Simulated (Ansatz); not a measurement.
# Zinc, diamond under RPBE: from relaxation to bulk modulus, part 2 of 2

Aim: take zinc in the diamond structure, relax it, solve it on a dense k-mesh, then scale the cell to 7 volumes from 88 to 112 % of the relaxed one and try a fit of the equation of state. Spin polarisation is left out. The k-meshes are 10×10×10 for the relaxation; 15×15×15 for the dense run; 10×10×10 for the volumes.

Ansatz 0.2.0; DFT, RPBE, plane waves (420 eV) with PAW, scalar-relativistic.

**3. Dense single point**

This is Zn in the diamond structure; at room conditions it is hcp.

File input.yaml:

```yaml
crystal:
  lattice:
    - [0.0, 2.9863602757, 2.9863602757]
    - [2.9863602757, 0.0, 2.9863602757]
    - [2.9863602757, 2.9863602757, 0.0]
  atoms:
    - { symbol: Zn, position: [0.125, 0.125, 0.125] }
    - { symbol: Zn, position: [0.875, 0.875, 0.875] }
hamiltonian:
  xc: rpbe
  pseudopotentials:
    kind: paw
    azcp:
      Zn: "pseudopotentials/Zn.paw.azcp"
basis:
  ecutwfc: 420
  fft_grid_basis: typed
kpoints:
  mp_grid: { grid: [15, 15, 15], shift: [0, 0, 0] }
magnetization:
  spin_polarized: false
scf:
  occupations: { method: fermi_dirac, width: 0.1 }
```

The log of the run, shortened:

```text
Warning: RAYON_NUM_THREADS=2 ignored (pool sized by the plan → 2); use --threads N
[...]
Pseudopotentials: kind: paw
Pseudopotential: Zn, paw, valence charge 12, recommended cutoff 420 eV (normal), <dir>
Functional definition: RPBE
[...]
Crystal: 2 atoms, lattice volume = 53.267 Å³
Basis set: ecut = 420 eV, 1037 PW (Γ)
Bands: 16, of which v1, the nominal top of the filled ones, is band 12 counted from 1 (11 counted from 0)
Symmetry: 48 space group operations
Space group: Fd-3m (ITA 227), of the structure as read, at distance tolerance 3.8e-5 Å
k-points: 120 of 3375
[...]
SCF iter   1: F=—  HF=-6648.081584 eV  |F-HF|=—  |Δ(HF+E_count)|=         —  Δρ=5.44e-3  dr2=7.54e-3  ethr=1.77e-3  ⟨swp⟩=5.5  Hψ=9229  notcnv=0
[...]
SCF iter   7: F=-6648.079337 eV  HF=-6648.079337 eV  |F-HF|=5.98e-10  |Δ(HF+E_count)|=   3.53e-8  Δρ=1.53e-6  dr2=6.32e-10  ethr=4.17e-10  ⟨swp⟩=2.8  Hψ=4159  notcnv=0
[...]
SCF converged after 7 iterations
Free energy (F): -6648.079337 eV
[...]
E sigma→0 (E₀):  -6648.062888 eV
Entropy (-TS):   -0.032899 eV (-16.450 meV/atom)
Fermi energy:    4.717383 eV
[...]
```

Wall time 3.1 s (2 threads of Intel Xeon Platinum 8375C at 2.90GHz (Ice Lake), shared host); peak memory 0.4 GiB.

**4. At 88 % of the relaxed volume**

File input.yaml:

```yaml
crystal:
  lattice:
    - [0.0, 2.861781185, 2.861781185]
    - [2.861781185, 0.0, 2.861781185]
    - [2.861781185, 2.861781185, 0.0]
  atoms:
    - { symbol: Zn, position: [0.125, 0.125, 0.125] }
    - { symbol: Zn, position: [0.875, 0.875, 0.875] }
hamiltonian:
  xc: rpbe
  pseudopotentials:
    kind: paw
    azcp:
      Zn: "pseudopotentials/Zn.paw.azcp"
basis:
  ecutwfc: 420
  fft_grid_basis: typed
kpoints:
  mp_grid: { grid: [10, 10, 10], shift: [0, 0, 0] }
magnetization:
  spin_polarized: false
scf:
  occupations: { method: fermi_dirac, width: 0.1 }
  lower_state_search: "off"
output:
  stress: true
  write_density: true
  write_potential: true
  elf: true
  volumetric_format: npy
```

The log of the run, shortened:

```text
Warning: RAYON_NUM_THREADS=2 ignored (pool sized by the plan → 2); use --threads N
[...]
Pseudopotentials: kind: paw
Pseudopotential: Zn, paw, valence charge 12, recommended cutoff 420 eV (normal), <dir>
Functional definition: RPBE
[...]
Crystal: 2 atoms, lattice volume = 46.875 Å³
Basis set: ecut = 420 eV, 941 PW (Γ)
Bands: 16, of which v1, the nominal top of the filled ones, is band 12 counted from 1 (11 counted from 0)
Symmetry: 48 space group operations
Space group: Fd-3m (ITA 227), of the structure as read, at distance tolerance 3.6e-5 Å
k-points: 47 of 1000
[...]
SCF iter   1: F=—  HF=-6648.019457 eV  |F-HF|=—  |Δ(HF+E_count)|=         —  Δρ=6.09e-3  dr2=8.63e-3  ethr=1.77e-3  ⟨swp⟩=5.6  Hψ=3663  notcnv=0
[...]
SCF iter   7: F=-6648.016716 eV  HF=-6648.016716 eV  |F-HF|=2.52e-9  |Δ(HF+E_count)|=   1.59e-7  Δρ=4.21e-6  dr2=4.16e-9  ethr=4.17e-10  ⟨swp⟩=8.4  Hψ=5030  notcnv=0
[...]
SCF converged after 7 iterations
Free energy (F): -6648.016716 eV
[...]
E sigma→0 (E₀):  -6648.000549 eV
Entropy (-TS):   -0.032336 eV (-16.168 meV/atom)
Fermi energy:    5.771292 eV
[...]
--- Stress (GPa, compression-positive) ---
        3.409212      -0.000000       0.000000
        0.000000       3.409212       0.000000
        0.000000       0.000000       3.409212
  P = ⅓ Tr σ = 3.4092 GPa (34.092 kbar)
--- Band table (eV; the first three rows and the last of 47) ---
  k-point 0: bands = ["-1.9789", "-1.8235", "-1.8235", "-1.8235", "-1.7813", "-1.7813", "-1.1826", "-1.1826", "-1.1826", "-0.9634", "-0.9634", "11.2099", "11.2099", "11.2099", "12.6630", "12.6630"]
[...]
```

Wall time 1.6 s (2 threads of Intel Xeon Platinum 8375C at 2.90GHz (Ice Lake), shared host); peak memory 0.37 GiB.

Axes a, b and c in the maps are those of this run's conventional cell (a, b, c = 5.724, 5.724, 5.724 Å).

Density in a lattice plane of the grid's cell (edges 5.72 and 5.72 Å, at 0.125 of the third edge), which holds Zn.

Ten even steps from '0' (0.02 e/Å³) to '9' (31.40 e/Å³):
```
000000000000000000000000
000000000000000000000000
000000000000000000000000
000000000000000000000000
000000000000000000000000
000000000000001210000000
000000000000015951000000
000000000000016951000000
000000000000001210000000
000000000000000000000000
000000000000000000000000
000000000000000000000000
000000000000000000000000
000000000000000000000000
000000000000000000000000
001210000000000000000000
015951000000000000000000
016951000000000000000000
001210000000000000000000
000000000000000000000000
```
Columns run along the first of these edges and rows up along the second, over one cell in 24 and 20 even steps from the bottom left corner. Atoms in the plane (fractional): Zn at (0.12, 0.12), Zn at (0.62, 0.62).

ELF in the same plane.

Ten even steps from ' ' (0.00) to '@' (0.32):
```
%%##########%%@@@@%%####**++++====++****##%%@@@@
@@@@%%%%%%@@@@@@@@%%%%%%%%##########%%%%%%%%%%@@
%%##########%%%%%%%%@@@@@@@@%%%%%%@@@@@@%%%%%%%%
**++======++**####%%@@@@%%####**####%%@@@@%%##**
==--::::::--==++##%%@@%%##**++==++**##%%@@%%##++
--::......::--++##%%%%##**--..    --**##%%%%##++
::..........::==**%%####++..      ..++**##%%**==
::..........::==**%%####++..      ..==**##%%**==
--::......::--++##%%%%##**--..  ..--**##%%%%##++
==--::::::--==++##%%@@%%##**++++++**##%%@@@@##++
**++++====++****##%%@@@@%%##########%%@@@@%%####
%%##########%%%%%%%%%%@@@@@@%%%%%%@@@@@@@@%%%%%%
@@@@%%%%%%@@@@@@%%%%%%%%%%##########%%%%%%%%@@@@
%%####**####%%@@@@%%##****++======++**####%%@@@@
##**++==++**##%%@@%%##++==--::::::--==++##%%@@%%
**--..    --**##%%%%##++--::......::--++##%%%%##
++..      ..++**##%%**==::..........::==**%%####
++..      ..==**##%%**==::..........::==**%%####
**--..  ..--**##%%%%##++--::......::--++##%%%%##
##**++++++**##%%@@@@##++==--::::::--==++##%%@@%%
```
Columns run along the first of these edges and rows up along the second, over one cell in 24 and 20 even steps from the bottom left corner. Atoms in the plane (fractional): Zn at (0.12, 0.12), Zn at (0.62, 0.62).

Both are smooth fields of the valence electrons: close to the nuclei they are not physical.

**5. At 92 % of the relaxed volume**

input.yaml, as its differences from that of step 4:

```diff
@@ -2,5 +2,5 @@
   lattice:
-    - [0.0, 2.861781185, 2.861781185]
-    - [2.861781185, 0.0, 2.861781185]
-    - [2.861781185, 2.861781185, 0.0]
+    - [0.0, 2.9045006352, 2.9045006352]
+    - [2.9045006352, 0.0, 2.9045006352]
+    - [2.9045006352, 2.9045006352, 0.0]
   atoms:
@@ -26,5 +26 @@
   stress: true
-  write_density: true
-  write_potential: true
-  elf: true
-  volumetric_format: npy
```

The log of the run, shortened:

```text
Warning: RAYON_NUM_THREADS=2 ignored (pool sized by the plan → 2); use --threads N
[...]
Pseudopotentials: kind: paw
Pseudopotential: Zn, paw, valence charge 12, recommended cutoff 420 eV (normal), <dir>
Functional definition: RPBE
[...]
Crystal: 2 atoms, lattice volume = 49.005 Å³
Basis set: ecut = 420 eV, 941 PW (Γ)
Bands: 16, of which v1, the nominal top of the filled ones, is band 12 counted from 1 (11 counted from 0)
Symmetry: 48 space group operations
Space group: Fd-3m (ITA 227), of the structure as read, at distance tolerance 3.7e-5 Å
k-points: 47 of 1000
[...]
SCF iter   1: F=—  HF=-6648.054564 eV  |F-HF|=—  |Δ(HF+E_count)|=         —  Δρ=5.76e-3  dr2=8.00e-3  ethr=1.77e-3  ⟨swp⟩=5.6  Hψ=3604  notcnv=0
[...]
SCF iter   7: F=-6648.052134 eV  HF=-6648.052134 eV  |F-HF|=2.60e-9  |Δ(HF+E_count)|=   9.75e-8  Δρ=3.40e-6  dr2=2.75e-9  ethr=4.17e-10  ⟨swp⟩=4.0  Hψ=2625  notcnv=0
[...]
SCF converged after 7 iterations
Free energy (F): -6648.052134 eV
[...]
E sigma→0 (E₀):  -6648.034914 eV
Entropy (-TS):   -0.034441 eV (-17.220 meV/atom)
Fermi energy:    5.383911 eV
[...]
--- Stress (GPa, compression-positive) ---
        1.981945       0.000000       0.000000
       -0.000000       1.981945       0.000000
        0.000000       0.000000       1.981945
  P = ⅓ Tr σ = 1.9819 GPa (19.819 kbar)
```

It took 1.6 s on 2 threads of Intel Xeon Platinum 8375C at 2.90GHz (Ice Lake), shared host; peak memory 0.37 GiB.

**6. At 96 % of the relaxed volume**

input.yaml, as its differences from that of step 5:

```diff
@@ -2,5 +2,5 @@
   lattice:
-    - [0.0, 2.9045006352, 2.9045006352]
-    - [2.9045006352, 0.0, 2.9045006352]
-    - [2.9045006352, 2.9045006352, 0.0]
+    - [0.0, 2.945999108, 2.945999108]
+    - [2.945999108, 0.0, 2.945999108]
+    - [2.945999108, 2.945999108, 0.0]
   atoms:
@@ -26 +26,5 @@
   stress: true
+  write_density: true
+  write_potential: true
+  elf: true
+  volumetric_format: npy
```

The log of the run, shortened:

```text
Warning: RAYON_NUM_THREADS=2 ignored (pool sized by the plan → 2); use --threads N
[...]
Pseudopotentials: kind: paw
Pseudopotential: Zn, paw, valence charge 12, recommended cutoff 420 eV (normal), <dir>
Functional definition: RPBE
[...]
Crystal: 2 atoms, lattice volume = 51.136 Å³
Basis set: ecut = 420 eV, 965 PW (Γ)
Bands: 16, of which v1, the nominal top of the filled ones, is band 12 counted from 1 (11 counted from 0)
Symmetry: 48 space group operations
Space group: Fd-3m (ITA 227), of the structure as read, at distance tolerance 3.7e-5 Å
k-points: 47 of 1000
[...]
SCF iter   1: F=—  HF=-6648.073245 eV  |F-HF|=—  |Δ(HF+E_count)|=         —  Δρ=5.59e-3  dr2=7.82e-3  ethr=1.77e-3  ⟨swp⟩=5.6  Hψ=3611  notcnv=0
[...]
SCF iter   7: F=-6648.070912 eV  HF=-6648.070912 eV  |F-HF|=5.43e-10  |Δ(HF+E_count)|=   6.20e-8  Δρ=1.53e-6  dr2=8.69e-10  ethr=4.17e-10  ⟨swp⟩=8.1  Hψ=4586  notcnv=0
[...]
SCF converged after 7 iterations
Free energy (F): -6648.070912 eV
[...]
E sigma→0 (E₀):  -6648.053083 eV
Entropy (-TS):   -0.035657 eV (-17.828 meV/atom)
Fermi energy:    5.033609 eV
[...]
--- Stress (GPa, compression-positive) ---
        0.889016      -0.000000      -0.000000
       -0.000000       0.889016       0.000000
       -0.000000       0.000000       0.889016
  P = ⅓ Tr σ = 0.8890 GPa (8.890 kbar)
--- Band table (eV; the first three rows and the last of 47) ---
  k-point 0: bands = ["-2.4242", "-2.4242", "-2.4242", "-2.3861", "-2.3861", "-2.3269", "-1.8707", "-1.8707", "-1.8707", "-1.6932", "-1.6932", "10.0635", "10.0635", "10.0635", "11.5440", "11.5440"]
[...]
```

Wall time 1.7 s (2 threads of Intel Xeon Platinum 8375C at 2.90GHz (Ice Lake), shared host); peak memory 0.37 GiB.

**7. At 100 % of the relaxed volume**

input.yaml, as its differences from that of step 6:

```diff
@@ -2,5 +2,5 @@
   lattice:
-    - [0.0, 2.945999108, 2.945999108]
-    - [2.945999108, 0.0, 2.945999108]
-    - [2.945999108, 2.945999108, 0.0]
+    - [0.0, 2.9863602757, 2.9863602757]
+    - [2.9863602757, 0.0, 2.9863602757]
+    - [2.9863602757, 2.9863602757, 0.0]
   atoms:
@@ -26,5 +26 @@
   stress: true
-  write_density: true
-  write_potential: true
-  elf: true
-  volumetric_format: npy
```

The log of the run, shortened:

```text
Warning: RAYON_NUM_THREADS=2 ignored (pool sized by the plan → 2); use --threads N
[...]
Pseudopotentials: kind: paw
Pseudopotential: Zn, paw, valence charge 12, recommended cutoff 420 eV (normal), <dir>
Functional definition: RPBE
[...]
Crystal: 2 atoms, lattice volume = 53.267 Å³
Basis set: ecut = 420 eV, 1037 PW (Γ)
Bands: 16, of which v1, the nominal top of the filled ones, is band 12 counted from 1 (11 counted from 0)
Symmetry: 48 space group operations
Space group: Fd-3m (ITA 227), of the structure as read, at distance tolerance 3.8e-5 Å
k-points: 47 of 1000
[...]
SCF iter   1: F=—  HF=-6648.079134 eV  |F-HF|=—  |Δ(HF+E_count)|=         —  Δρ=5.41e-3  dr2=7.57e-3  ethr=1.77e-3  ⟨swp⟩=5.5  Hψ=3618  notcnv=0
[...]
SCF iter   6: F=-6648.076861 eV  HF=-6648.076861 eV  |F-HF|=8.32e-8  |Δ(HF+E_count)|=   7.11e-7  Δρ=1.71e-5  dr2=9.79e-8  ethr=4.17e-10  ⟨swp⟩=3.4  Hψ=3293  notcnv=0
[...]
SCF converged after 6 iterations
Free energy (F): -6648.076861 eV
[...]
E sigma→0 (E₀):  -6648.058680 eV
Entropy (-TS):   -0.036361 eV (-18.180 meV/atom)
Fermi energy:    4.716594 eV
[...]
--- Stress (GPa, compression-positive) ---
        0.041609       0.000000       0.000000
        0.000000       0.041609      -0.000000
        0.000000      -0.000000       0.041609
  P = ⅓ Tr σ = 0.0416 GPa (0.416 kbar)
```

It took 1.4 s on 2 threads of Intel Xeon Platinum 8375C at 2.90GHz (Ice Lake), shared host; peak memory 0.36 GiB.

**8. At 104 % of the relaxed volume**

input.yaml, as its differences from that of step 7:

```diff
@@ -2,5 +2,5 @@
   lattice:
-    - [0.0, 2.9863602757, 2.9863602757]
-    - [2.9863602757, 0.0, 2.9863602757]
-    - [2.9863602757, 2.9863602757, 0.0]
+    - [0.0, 3.0256589965, 3.0256589965]
+    - [3.0256589965, 0.0, 3.0256589965]
+    - [3.0256589965, 3.0256589965, 0.0]
   atoms:
```

The log of the run, shortened:

```text
Warning: RAYON_NUM_THREADS=2 ignored (pool sized by the plan → 2); use --threads N
[...]
Pseudopotentials: kind: paw
Pseudopotential: Zn, paw, valence charge 12, recommended cutoff 420 eV (normal), <dir>
Functional definition: RPBE
[...]
Crystal: 2 atoms, lattice volume = 55.397 Å³
Basis set: ecut = 420 eV, 1067 PW (Γ)
Bands: 16, of which v1, the nominal top of the filled ones, is band 12 counted from 1 (11 counted from 0)
Symmetry: 48 space group operations
Space group: Fd-3m (ITA 227), of the structure as read, at distance tolerance 3.8e-5 Å
k-points: 47 of 1000
[...]
SCF iter   1: F=—  HF=-6648.075057 eV  |F-HF|=—  |Δ(HF+E_count)|=         —  Δρ=5.23e-3  dr2=7.28e-3  ethr=1.77e-3  ⟨swp⟩=5.4  Hψ=3640  notcnv=0
[...]
SCF iter   6: F=-6648.072875 eV  HF=-6648.072875 eV  |F-HF|=3.03e-8  |Δ(HF+E_count)|=   2.92e-7  Δρ=1.05e-5  dr2=4.39e-8  ethr=4.17e-10  ⟨swp⟩=3.4  Hψ=3286  notcnv=0
[...]
SCF converged after 6 iterations
Free energy (F): -6648.072875 eV
[...]
E sigma→0 (E₀):  -6648.054417 eV
Entropy (-TS):   -0.036916 eV (-18.458 meV/atom)
Fermi energy:    4.428399 eV
[...]
--- Stress (GPa, compression-positive) ---
       -0.611812       0.000000       0.000000
       -0.000000      -0.611812       0.000000
       -0.000000       0.000000      -0.611812
  P = ⅓ Tr σ = -0.6118 GPa (-6.118 kbar)
```

It took 1.6 s on 2 threads of Intel Xeon Platinum 8375C at 2.90GHz (Ice Lake), shared host; peak memory 0.36 GiB.

**9. At 108 % of the relaxed volume**

input.yaml, as its differences from that of step 8:

```diff
@@ -2,5 +2,5 @@
   lattice:
-    - [0.0, 3.0256589965, 3.0256589965]
-    - [3.0256589965, 0.0, 3.0256589965]
-    - [3.0256589965, 3.0256589965, 0.0]
+    - [0.0, 3.0639625437, 3.0639625437]
+    - [3.0639625437, 0.0, 3.0639625437]
+    - [3.0639625437, 3.0639625437, 0.0]
   atoms:
```

The log of the run, shortened:

```text
Warning: RAYON_NUM_THREADS=2 ignored (pool sized by the plan → 2); use --threads N
[...]
Pseudopotentials: kind: paw
Pseudopotential: Zn, paw, valence charge 12, recommended cutoff 420 eV (normal), <dir>
Functional definition: RPBE
[...]
Crystal: 2 atoms, lattice volume = 57.528 Å³
Basis set: ecut = 420 eV, 1139 PW (Γ)
Bands: 16, of which v1, the nominal top of the filled ones, is band 12 counted from 1 (11 counted from 0)
Symmetry: 48 space group operations
Space group: Fd-3m (ITA 227), of the structure as read, at distance tolerance 3.9e-5 Å
k-points: 47 of 1000
[...]
SCF iter   1: F=—  HF=-6648.063348 eV  |F-HF|=—  |Δ(HF+E_count)|=         —  Δρ=5.03e-3  dr2=6.90e-3  ethr=1.77e-3  ⟨swp⟩=5.5  Hψ=3657  notcnv=0
[...]
SCF iter   6: F=-6648.061287 eV  HF=-6648.061287 eV  |F-HF|=1.36e-8  |Δ(HF+E_count)|=   1.43e-7  Δρ=2.92e-6  dr2=1.22e-8  ethr=4.17e-10  ⟨swp⟩=3.0  Hψ=3326  notcnv=0
[...]
SCF converged after 6 iterations
Free energy (F): -6648.061287 eV
[...]
E sigma→0 (E₀):  -6648.042661 eV
Entropy (-TS):   -0.037252 eV (-18.626 meV/atom)
Fermi energy:    4.165080 eV
[...]
--- Stress (GPa, compression-positive) ---
       -1.110103       0.000000      -0.000000
        0.000000      -1.110103      -0.000000
       -0.000000       0.000000      -1.110103
  P = ⅓ Tr σ = -1.1101 GPa (-11.101 kbar)
```

It took 1.5 s on 2 threads of Intel Xeon Platinum 8375C at 2.90GHz (Ice Lake), shared host; peak memory 0.37 GiB.

**10. At 112 % of the relaxed volume**

input.yaml, as its differences from that of step 9:

```diff
@@ -2,5 +2,5 @@
   lattice:
-    - [0.0, 3.0639625437, 3.0639625437]
-    - [3.0639625437, 0.0, 3.0639625437]
-    - [3.0639625437, 3.0639625437, 0.0]
+    - [0.0, 3.1013316235, 3.1013316235]
+    - [3.1013316235, 0.0, 3.1013316235]
+    - [3.1013316235, 3.1013316235, 0.0]
   atoms:
```

The log of the run, shortened:

```text
Warning: RAYON_NUM_THREADS=2 ignored (pool sized by the plan → 2); use --threads N
[...]
Pseudopotentials: kind: paw
Pseudopotential: Zn, paw, valence charge 12, recommended cutoff 420 eV (normal), <dir>
Functional definition: RPBE
[...]
Crystal: 2 atoms, lattice volume = 59.659 Å³
Basis set: ecut = 420 eV, 1211 PW (Γ)
Bands: 16, of which v1, the nominal top of the filled ones, is band 12 counted from 1 (11 counted from 0)
Symmetry: 48 space group operations
Space group: Fd-3m (ITA 227), of the structure as read, at distance tolerance 3.9e-5 Å
k-points: 47 of 1000
[...]
SCF iter   1: F=—  HF=-6648.045750 eV  |F-HF|=—  |Δ(HF+E_count)|=         —  Δρ=4.86e-3  dr2=6.57e-3  ethr=1.77e-3  ⟨swp⟩=5.5  Hψ=3643  notcnv=0
[...]
SCF iter   6: F=-6648.043881 eV  HF=-6648.043881 eV  |F-HF|=1.13e-8  |Δ(HF+E_count)|=   7.71e-8  Δρ=1.05e-5  dr2=4.06e-8  ethr=4.17e-10  ⟨swp⟩=4.9  Hψ=2923  notcnv=0
[...]
SCF converged after 6 iterations
Free energy (F): -6648.043881 eV
[...]
E sigma→0 (E₀):  -6648.025204 eV
Entropy (-TS):   -0.037354 eV (-18.677 meV/atom)
Fermi energy:    3.924157 eV
[...]
--- Stress (GPa, compression-positive) ---
       -1.489353       0.000000       0.000000
        0.000000      -1.489353      -0.000000
       -0.000000       0.000000      -1.489353
  P = ⅓ Tr σ = -1.4894 GPa (-14.894 kbar)
```

Run time: 1.5 s. Hardware: 2 threads of Intel Xeon Platinum 8375C at 2.90GHz (Ice Lake), shared host; peak memory 0.37 GiB.

**11. Energy and pressure against volume**

The cell was scaled evenly, with its shape and the fractional positions fixed.

```csv
V (Å³/atom),E − E₀ (meV/atom),P from the stress (GPa),P from the fit (GPa)
23.437,29.0,3.41,3.31
24.503,11.9,1.98,1.92
25.568,2.8,0.89,0.85
26.633,0.0,0.04,0.02
27.699,2.1,-0.61,-0.62
28.764,8.0,-1.11,-1.12
29.829,16.7,-1.49,-1.50
```

A third-order Birch-Murnaghan fit gives V₀ = 26.662 Å³/atom, B₀ = 18.1 GPa and B₀′ = 5.4; it misses no point by more than 0.03 meV/atom.

**12. Summary of results**

The summary covers parts 1 to 2.

| quantity | value |
| --- | --- |
| space group (spins left aside) | Fd-3m (No. 227) |
| conventional cell | a = 5.973 Å |
| volume | 26.633 Å³/atom |
| shortest distance | 2.586 Å |
| gap on the mesh | none (levels filled in part) |
| relative to hcp | +409 meV/atom |
| V₀, B₀, B₀′ | 26.662 Å³/atom, 18.1 GPa, 5.4 |

What this shows: The relaxation enlarged the cell by 29.7 % in volume. Against the reference form of zinc (hcp, computed apart with the same settings) it stands 409 meV/atom higher. Levels at the Fermi energy are filled in part, as in a metal. The fitted modulus is 18.1 GPa, a soft solid. Relaxation kept the symmetry; phonons were not checked.
